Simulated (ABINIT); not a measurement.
Crystal: MnS.

```
Mn S
1.0
     0.00000    2.47346    2.47346
     2.47346    0.00000    2.47346
     2.47346    2.47346    0.00000
Mn S
1 1
Cartesian
  0.0000 0.0000 0.0000
  3.7102 3.7102 3.7102
```

The cell is a database's computed one.

Base run:

| Item | Value |
| --- | --- |
| Program | ABINIT 10.8.3 (patched build) |
| Functional | LDA |
| Potentials or basis | JTH PAW LDA v2.0 |
| Cutoff | 544 eV |
| k mesh | 7 × 7 × 7 |
| Occupations | fermi-dirac, width 0.05 eV |
| Spin | collinear spin, ferromagnetic start |
| Starting moments | [4.0, 0.0] μB |

Its results: band gap on the k mesh none (metal or under the smearing width); net moment -0.21 μB per cell; site moments Mn -0.19; S +0.00 μB.

Question: The run is repeated on the same cell with these changes: functional from LDA to LDA-PZ; k mesh from 7 × 7 × 7 to 9 × 9 × 9. What comes out?

Answer: Band gap on the k mesh none (metal or under the smearing width); net moment 0.07 μB per cell; site moments Mn +0.06; S -0.00 μB.

Several settings changed at once, so the effect can't be laid on one alone.

Caveats: the moment fell far below its start of 4 μB, so a state of higher moment may lie lower in energy; semilocal functionals often make such compounds metallic where correlation or magnetic order opens a gap, which also shifts bond lengths.
